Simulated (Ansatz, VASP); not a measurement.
## Cross-check of InSb between VASP and Ansatz

One calculation is typed for both programs; each brings its own data sets and cutoff. How far apart do they land? The cell is taken from a series of VASP runs on this material, whose earlier steps may have relaxed, scaled or displaced it; both programs get it as it stands.

Method: plane waves, with VASP 6.6.1 beside it; single point at PBEsol, in Ansatz 0.2.0.

### Step 1. The starting structure

It takes space group F-43m (No. 216, cubic). Conventional cell: a = 6.522 Å, b = 6.522 Å, c = 6.522 Å, α = 90.00°, β = 90.00°, γ = 90.00°. Nearest to In lie 4 Sb at 2.82 Å. Nearest to Sb lie 4 In at 2.82 Å. Farther neighbours are not listed.

Structure file:

```cif
data_structure
_symmetry_space_group_name_H-M 'F-43m'
_symmetry_Int_Tables_number 216
_cell_length_a 6.5222
_cell_length_b 6.5222
_cell_length_c 6.5222
_cell_angle_alpha 90.000
_cell_angle_beta 90.000
_cell_angle_gamma 90.000
_cell_volume 277.45
loop_
_atom_site_label
_atom_site_type_symbol
_atom_site_symmetry_multiplicity
_atom_site_Wyckoff_symbol
_atom_site_fract_x
_atom_site_fract_y
_atom_site_fract_z
_atom_site_occupancy
In1 In 4 a 0.00000 0.00000 0.00000 1
Sb1 Sb 4 d 0.25000 0.25000 0.75000 1
```

### Step 2. VASP: single point, PBEsol

A single point gives forces, pressure and levels at one fixed geometry, so differences don't come from the geometry; what else differs is listed under the comparison.

Lines of VASP's logs that name or quote its potential files are left out, and so is its time.

The input, INCAR:

```
SYSTEM = InSb
PREC = Accurate
ENCUT = 400
EDIFF = 1E-06
NELM = 100
ISMEAR = -5
SIGMA = 0.05
LREAL = .FALSE.
ALGO = Normal
GGA = PS
NBANDS = 21
LORBIT = 11
LWAVE = .FALSE.
LCHARG = .FALSE.
KPAR = 2
NEDOS = 2001
```

The input, POSCAR:

```
InSb
1.0
    0.0000000000      3.2611128116      3.2611128116
    3.2611128116      0.0000000000      3.2611128116
    3.2611128116      3.2611128116      0.0000000000
In Sb
1 1
Direct
    0.0000000000      0.0000000000      0.0000000000
    0.2500000000      0.2500000000      0.2500000000
```

The input, KPOINTS:

```
Automatic mesh
0
Gamma
9 9 9
0 0 0
```

PAW data sets: In_d and Sb (PBE family, release 64).

Launch:

```console
$ mpirun -np 2 vasp_std
```

Numbers of over 12 decimals in the logs are rounded to 6 here.

Log:

```text
[banner, memory and clock lines left out]
running    2 mpi-ranks, on    1 nodes
 distrk:  each k-point on    1 cores,    2 groups
 distr:  one band on    1 cores,    1 groups

 POSCAR found type information on POSCAR InSb
 POSCAR found :  2 types and       2 ions
|                                                                             |
|               ----> ADVICE to this user running VASP <----                  |
|                                                                             |
|     You enforced a specific xc type in the INCAR file but a different       |
|     [... a line on the potential file left out ...]
|     I HOPE YOU KNOW WHAT YOU ARE DOING!                                     |
|                                                                             |

 LDA part: xc-table for (Slater+PW92), standard interpolation
 POSCAR, INCAR and KPOINTS ok, starting setup
 FFT: planning ... GRIDC
 FFT: planning ... GRID_SOFT
 FFT: planning ... GRID
 WAVECAR not read
 entering main loop
       N       E                     dE             d eps       ncg     rms          rms(c)
DAV:   1     0.116011168221E+03    0.11601E+03   -0.64371E+03  1493   0.695E+02
DAV:   2     0.123541036164E+01   -0.11478E+03   -0.10931E+03  1558   0.223E+02
DAV:   3    -0.757049732165E+01   -0.88059E+01   -0.87475E+01  1802   0.626E+01
DAV:   4    -0.782547932658E+01   -0.25498E+00   -0.25482E+00  1773   0.115E+01
DAV:   5    -0.783926334473E+01   -0.13784E-01   -0.13783E-01  2173   0.238E+00    0.395E+00
DAV:   6    -0.771986806581E+01    0.11940E+00   -0.13544E-01  2185   0.515E+00    0.225E+00
DAV:   7    -0.769763771481E+01    0.22230E-01   -0.53047E-02  2088   0.198E+00    0.577E-01
DAV:   8    -0.769686560152E+01    0.77211E-03   -0.73850E-03  1926   0.792E-01    0.268E-01
DAV:   9    -0.769731667740E+01   -0.45108E-03   -0.95166E-04  1748   0.199E-01    0.899E-02
DAV:  10    -0.769728654719E+01    0.30130E-04   -0.46534E-05  1693   0.363E-02    0.366E-02
DAV:  11    -0.769730326834E+01   -0.16721E-04   -0.25257E-05  1675   0.266E-02    0.248E-02
DAV:  12    -0.769730327451E+01   -0.61766E-08   -0.10276E-06  1519   0.829E-03
   1 F= -.76973033E+01 E0= -.76973033E+01  d E =0.000000E+00
```

OUTCAR, selected parts (step 2):

```text
ion  position               nearest neighbor table
   1  0.000  0.000  0.000-   2 2.82   2 2.82   2 2.82   2 2.82
   2  0.250  0.250  0.250-   1 2.82   1 2.82   1 2.82   1 2.82

  LATTYP: Found a face centered cubic cell.
 ALAT       =     6.5222256232

 Subroutine GETGRP returns: Found 24 space group operations
 (whereof 24 operations were pure point group operations)

The static configuration has the point symmetry T_d .

 Found     35 irreducible k-points:

   k-points           NKPTS =     35   k-points in BZ     NKDIM =     35   number of bands    NBANDS=     21

   dimension x,y,z NGX =    30 NGY =   30 NGZ =   30
   dimension x,y,z NGXF=    60 NGYF=   60 NGZF=   60

   ENCUT  =  400.0 eV  29.40 Ry    5.42 a.u.   7.52  7.52  7.52*2*pi/ulx,y,z

   NELECT =      18.0000    total number of electrons

 k-points in reciprocal lattice and weights: Automatic mesh
   0.00000000  0.00000000  0.00000000       0.001
   0.11111111  0.00000000  0.00000000       0.011
   0.22222222  0.00000000  0.00000000       0.011
   0.33333333  0.00000000  0.00000000       0.011
   0.44444444  0.00000000  0.00000000       0.011
   0.11111111  0.11111111  0.00000000       0.008
   0.22222222  0.11111111  0.00000000       0.033
   0.33333333  0.11111111  0.00000000       0.033
   0.44444444  0.11111111  0.00000000       0.033
[...]
-0.33333333  0.44444444  0.11111111       0.033
  -0.33333333  0.44444444  0.22222222       0.033

 average (electrostatic) potential at core
       1 -96.2814       2 -87.2746

 E-fermi :   4.7561

 k-point     1 :       0.0000    0.0000    0.0000
  band No.  band energies     occupation
    ...
      5      -9.6640      2.00000
      6      -5.8697      2.00000
      7       4.3801      2.00000
      8       4.7548      2.00000
      9       4.7548      2.00000
     10       4.7548      0.00000
     11       7.6867      0.00000
     12       7.6867      0.00000
     13       7.6867      0.00000
     14      10.2994      0.00000
    ...

 k-point     2 :       0.1111    0.0000    0.0000
  band No.  band energies     occupation
    ...
      5      -9.6642      2.00000
      6      -5.7602      2.00000
      7       3.0448      2.00000
      8       4.5896      2.00000
      9       4.5896      2.00000
     10       5.5382     -0.00000
     11       7.9164      0.00000
     12       7.9164      0.00000
     13       7.9312      0.00000
     14      10.9427      0.00000
    ...

 k-point     3 :       0.2222    0.0000    0.0000
  band No.  band energies     occupation
    ...
      5      -9.6643      2.00000
      6      -5.4482      2.00000
      7       1.4987      2.00000
      8       4.2550      2.00000
      9       4.2550      2.00000
     10       5.5742      0.00000
     11       8.3315      0.00000
     12       8.3315      0.00000
     13       9.0040      0.00000
     14      11.5473      0.00000
    ...

  Total       -0.0229575     -0.0229575     -0.0229575      0.0000000      0.0000000      0.0000000
  in kB       -0.5302820     -0.5302820     -0.5302820      0.0000000      0.0000000      0.0000000
  external PRESSURE =      -0.5302820 kB  Pullay stress =       0.0000000 kB

  energy-cutoff  :      400.00
  volume of cell :       69.36
      direct lattice vectors                 reciprocal lattice vectors
     0.000000000  3.261112812  3.261112812    -0.153321896  0.153321896  0.153321896
     3.261112812  0.000000000  3.261112812     0.153321896 -0.153321896  0.153321896
     3.261112812  3.261112812  0.000000000     0.153321896  0.153321896 -0.153321896

 POSITION                                       TOTAL-FORCE (eV/Angst)
 -----------------------------------------------------------------------------------
      0.00000      0.00000      0.00000         0.000000      0.000000      0.000000
      1.63056      1.63056      1.63056        -0.000000     -0.000000     -0.000000
 -----------------------------------------------------------------------------------
    total drift:                                0.000000      0.000000      0.000000

  FREE ENERGIE OF THE ION-ELECTRON SYSTEM (eV)
  ---------------------------------------------------
  free  energy   TOTEN  =        -7.6973032745 eV

  energy  without entropy=       -7.6973032745  energy(sigma->0) =       -7.69730327

 total charge
# of ion       s       p       d       tot
------------------------------------------
    1        0.872   0.700   9.863  11.435
    2        1.141   1.318   0.019   2.478
--------------------------------------------------
tot          2.012   2.018   9.883  13.913

[... 3 further parts left out ...]
```

With tetrahedra the forces and stress of a metal are not exact derivatives of the energy.

### Step 3. Ansatz: single point, PBEsol

Ansatz runs on its default PAW (the set named soft_2) files.

The same cell, functional, mesh and smearing now go to Ansatz, which takes its cutoff from its data sets.

The input, input.yaml:

```yaml
crystal:
  lattice:
    - [0.0, 3.2611128116, 3.2611128116]
    - [3.2611128116, 0.0, 3.2611128116]
    - [3.2611128116, 3.2611128116, 0.0]
  atoms:
    - { symbol: In, position: [0.0, 0.0, 0.0] }
    - { symbol: Sb, position: [0.25, 0.25, 0.25] }
hamiltonian:
  xc: pbesol
  pseudopotentials: { kind: paw }
kpoints:
  mp_grid: { grid: [9, 9, 9] }
scf:
  occupations: { method: tetrahedron }
output:
  forces: true
  stress: true
  write_density: true
  write_potential: true
  elf: true
  volumetric_format: npy
```

Launch:

```console
$ ansatz run input.yaml --threads 2 --pin off --max-ram 4608MiB --backend cpu --events-out ev --progress --plain --runs-dir out
```

Log:

```text
Warning: output.forces, output.stress, relax.cell or npt_langevin: where a Kohn–Sham band that disperses or a degenerate level is filled in part under the method tetrahedron, the forces or the stress that this run publishes need not agree with its energy (scf.occupations.method in the input reference, under Limitations); prefer a smearing scheme for the forces or the stress
Engine: ansatz 0.2.0, aarch64-unknown-linux-gnu
Pseudopotentials: kind: paw
Pseudopotential: In, paw, valence charge 13, recommended cutoff 420 eV (normal), In.paw.azcp
Pseudopotential: Sb, paw, valence charge 15, recommended cutoff 420 eV (normal), Sb.paw.azcp
Functional definition: PBEsol
  exchange = pbesol_x
  correlation = pbesol_c
Crystal: 2 atoms, lattice volume = 69.363 Å³
Basis set: ecut = 420 eV, 1363 PW (Γ), exchange–correlation on 64×64×64 points (8 copies of the dense FFT grid, shifted against one another)
Bands: 18, of which v1, the nominal top of the filled ones, is band 14 counted from 1 (13 counted from 0)
Symmetry: 24 space group operations
Space group: F-43m (ITA 216), of the structure as read, at distance tolerance 4.1e-5 Å
k-points: 35 of 729 (time reversal used)
Non-local potential: In, projectors of the file, l = 0: 2, l = 1: 2, l = 2: 2, l = 3: 2
Non-local potential: Sb, projectors of the file, l = 0: 2, l = 1: 2, l = 2: 2, l = 3: 2
PAW form: soft (Blöchl's): semilocal exchange-correlation on the pseudo side does not see the compensation charge
PAW frozen core: In, regenerated for the run's functional, and the local potential with it (the file was generated under x = pbe(κ = 0.804, μ = 0.219515), c = pbe(β = 0.066725))
PAW frozen core: Sb, regenerated for the run's functional, and the local potential with it (the file was generated under x = pbe(κ = 0.804, μ = 0.219515), c = pbe(β = 0.066725))
PAW one-centre angular grid: In, 590 points (default); XC on 64 Gauss nodes
PAW one-centre angular grid: Sb, 590 points (default); XC on 64 Gauss nodes
Initial density: superposition of atomic densities (neutral atoms: chi_scale 0, normalization atom), corrected by the library's trained network
Initial wavefunctions: pseudopotential atomic-orbital guess
Functional: x = pbesol(κ = 0.804, μ = 0.123457), c = pbesol(β = 0.046)
SCF iter   1: F=—  HF=-11933.653009 eV  |F-HF|=—  |Δ(HF+E_count)|=         —  Δρ=3.48e-3  dr2=1.29e-2  ethr=1.77e-3  ⟨swp⟩=6.5  Hψ=3396  notcnv=0
preconditioner: auto → Kerker (q_TF=auto, 2.345 Å⁻¹)  [metal: no gap  n_scr=14 (ndim 8)  ℏωp=18.9 eV  f_vac=0.116]
SCF iter   2: F=—  HF=-11933.648337 eV  |F-HF|=—  |Δ(HF+E_count)|=   4.67e-3  Δρ=2.25e-3  dr2=6.12e-3  ethr=4.62e-5  ⟨swp⟩=2.4  Hψ=1204  notcnv=0
SCF iter   3: F=—  HF=-11933.647306 eV  |F-HF|=—  |Δ(HF+E_count)|=   1.03e-3  Δρ=1.10e-3  dr2=6.40e-4  ethr=2.19e-5  ⟨swp⟩=3.5  Hψ=1284  notcnv=0
SCF iter   4: F=—  HF=-11933.647324 eV  |F-HF|=—  |Δ(HF+E_count)|=   1.82e-5  Δρ=4.08e-4  dr2=2.51e-4  ethr=2.28e-6  ⟨swp⟩=2.3  Hψ=1151  notcnv=0
SCF iter   5: F=—  HF=-11933.647392 eV  |F-HF|=—  |Δ(HF+E_count)|=   6.79e-5  Δρ=2.81e-4  dr2=9.93e-5  ethr=8.96e-7  ⟨swp⟩=2.0  Hψ=846  notcnv=0
SCF iter   6: F=—  HF=-11933.647426 eV  |F-HF|=—  |Δ(HF+E_count)|=   3.42e-5  Δρ=1.45e-4  dr2=1.55e-5  ethr=3.55e-7  ⟨swp⟩=2.6  Hψ=932  notcnv=0
SCF iter   7: F=—  HF=-11933.647426 eV  |F-HF|=—  |Δ(HF+E_count)|=   1.45e-7  Δρ=2.03e-5  dr2=3.05e-7  ethr=5.55e-8  ⟨swp⟩=3.0  Hψ=1207  notcnv=0
SCF iter   8: F=-11933.647426 eV  HF=-11933.647426 eV  |F-HF|=2.11e-9  |Δ(HF+E_count)|=   1.76e-7  Δρ=6.12e-6  dr2=2.36e-8  ethr=3.57e-10  ⟨swp⟩=9.3  Hψ=4053  notcnv=0
SCF 1 converged in 8 iterations: F = -11933.647426 eV  dr2 = 2.36e-8
  greatest PAW one-centre occupation: 0.996 electrons in one spin orbital (limit 2), on the Sb atom at site 1 (counted from 0), in its partial waves of l = 2
SCF converged after 8 iterations
Stability not checked: this state was not tested for a lower state beside it, because cold or Methfessel-Paxton smearing, or corrected tetrahedra, fill the levels in a way that the test cannot read (fill_not_monotonic; see scf.lower_state_search)
Free energy (F): -11933.647426 eV
Harris-Foulkes:  -11933.647426 eV  (|F-HF|=2.11e-9)
Internal energy: -11933.647426 eV  (E = F + TS)
E sigma→0 (E₀):  -11933.647426 eV
Fermi energy:    6.985723 eV
--- Per-component energies (eV) ---
  E_band       = -269.639620
  E_kinetic    = 450.952865
  E_local      = -3228.344680  (includes V_loc(G=0)·N_el)
  E_nonlocal   = 732.986428
  E_hartree    = 1384.869361
  E_xc         = -350.576174
  E_vxc        = -196.053014  (∫ρ·V_xc dr)
  E_paw        = -8584.748597  (= ΣΔE_a)
  E_vpaw       = -798.926777  (= ΣTr[D̂ρ^β])
  E_aug_tail   = 0.000023  (compensation charges beyond the density's cutoff)
  E_ewald      = -2339.354412
  E_core_change = 0.567760  (= ΣΔE_core)
  E_smearing   = -0.000000  (= −TS)
  E_closure    = 0.000000  (closes the sum)
  Σ components = -11933.647426   (vs F -11933.647426, Δ=0.00e0)
--- Forces (eV/Å), atoms counted from 1 ---
  atom   1  In     0.00000000    -0.00000000     0.00000000
  atom   2  Sb    -0.00000000    -0.00000000    -0.00000000
  max |Σ_I F_I| component: 9.25e-17 eV/Å
--- Stress (GPa, compression-positive) ---
       -0.059618      -0.000000      -0.000000
        0.000000      -0.059618       0.000000
        0.000000       0.000000      -0.059618
  P = ⅓ Tr σ = -0.0596 GPa (-0.596 kbar)
--- Band table (eV; the first three rows and the last of 35) ---
  k-point 0: bands = [... 10 lower, -3.6409, 6.6033, 6.9857, 6.9857, 6.9857, 9.9324, 9.9324, 9.9324]
  k-point 1: bands = [... 10 lower, -3.5315, 5.2752, 6.8216, 6.8216, 7.7674, 10.1617, 10.1617, 10.1728]
  k-point 2: bands = [... 10 lower, -3.2201, 3.7341, 6.4886, 6.4886, 7.8079, 10.5771, 10.5771, 11.2400]
  k-point 34: bands = [... 10 lower, -1.7642, 1.3047, 4.0890, 4.5622, 10.1702, 10.5671, 11.2089, 12.5224]
```

It took 5.5 s on 2 threads of Arm Neoverse N1, shared host; peak memory 0.37 GiB.

Reading the cycles: dr2 is the Hartree energy of the density residual (eV), the measure of convergence; HF is the Harris–Foulkes estimate of the energy, which meets the free energy F at convergence.

The run ends at a pressure of -0.06 GPa.

### Step 4. Differences

Known differences besides the potentials themselves: the data sets hold 28 valence electrons in Ansatz (default PAW (the set named soft_2) files) and 18 in VASP; the cutoff is 420 eV in Ansatz and 400 eV in VASP; Ansatz makes its cores anew for this functional, VASP keeps those of its PBE data sets; VASP leaves aspherical gradient terms in its spheres out (LASPH is not set), Ansatz keeps them. Total energies have different zeros and are not compared.

Both answers:

```
      quantity  Ansatz   VASP  difference
pressure (GPa)   -0.06  -0.05       -0.01
```

Ansatz's pressure holds a Pulay correction of 0.03 GPa; VASP's holds none.

### Step 5. What came out

```yaml
difference_in_pressure_single_point_pbesol: -0.0066 GPa
```

**Reading.** The difference in pressure is -0.0066 GPa (single point, PBEsol), within the 1 GPa picked in this series as the mark of a large difference. Such differences can come from data sets, numerical settings and the points named under the comparisons, not from the functional's error against experiment.

[Lines on the potential files, build, host, timing and source positions are cut from VASP's logs without a mark.]

[Logs are printed without paths, hosts, clocks, repeated set-up lines and the standing remarks that a program may print on its own settings, such as how far it seeks lower states.]

[Hosts, paths, dates, database ids (printed as entryN), source tags and the programs' standing remarks are cut or masked in the printed files.]
